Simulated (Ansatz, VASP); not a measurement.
**Pt in VASP and in Ansatz**

Contents of INCAR:

```
PREC = Accurate
ENCUT = 520
EDIFF = 1E-7
ISMEAR = 0
SIGMA = 0.15
LREAL = F
LASPH = T
NELM = 100
ALGO = Fast
ISIF = 2
LWAVE = F
LCHARG = F
GGA = PS
NBANDS = 11
```

The input KPOINTS:

```
Automatic mesh
0
Gamma
  26 26 26
```

POSCAR

```
Pt
1.0
   -1.5136564832      1.5136564832      1.5136564832
    1.5136564832     -1.5136564832      1.5136564832
    1.5136564832      1.5136564832     -1.5136564832
Pt
1
Direct
    0.0000000000      0.0000000000      0.0000000000
```

Input for Ansatz:

```yaml
crystal:
  lattice:
    - [-1.5136564832, 1.5136564832, 1.5136564832]
    - [1.5136564832, -1.5136564832, 1.5136564832]
    - [1.5136564832, 1.5136564832, -1.5136564832]
  atoms:
    - { symbol: Pt, position: [0.0, 0.0, 0.0] }
basis:
  ecutwfc: 420
kpoints:
  mp_grid: { grid: [26, 26, 26] }
hamiltonian:
  xc: pbesol
scf:
  occupations: { method: gaussian, width: 0.15 }
output:
  forces: true
  stress: true
  eigenvalues: true
  write_density: true
  write_potential: true
  elf: true
  volumetric_format: npy
```

Change from the starting cell: strain -0.030 along x and y, -0.030 along z, atoms carried along.

Alike in both runs: task single point; functional PBEsol; k mesh 26 × 26 × 26; occupations gaussian, width 0.15 eV; no spin polarisation.

```csv
,VASP,Ansatz
version,VASP 6.6.1,Ansatz 0.2.0
potentials or method,"VASP PAW PBE potentials, release 64 (Pt)","scalar-relativistic, plane waves, PAW"
plane-wave cutoff (eV),520,420
valence electrons in the cell,10,18
```

|  | VASP | Ansatz | Ansatz less VASP |
| --- | --- | --- | --- |
| gap on the k mesh at the Fermi level (eV) | none | none | - |
| pressure (GPa) | 32.1 | 32.4 | +0.27 |

A gap of «none» marks a metal or a gap that the smearing closes. The two sets of potentials don't hold the same shells in valence.

Caveats: so large a pressure means that the cell lies far from this level's equilibrium, or that cutoff or potentials fall short (VASP); the potentials were made for another functional, which shifts forces and pressure (VASP). The runs have no spin-orbit coupling, so splittings on Pt are missing.
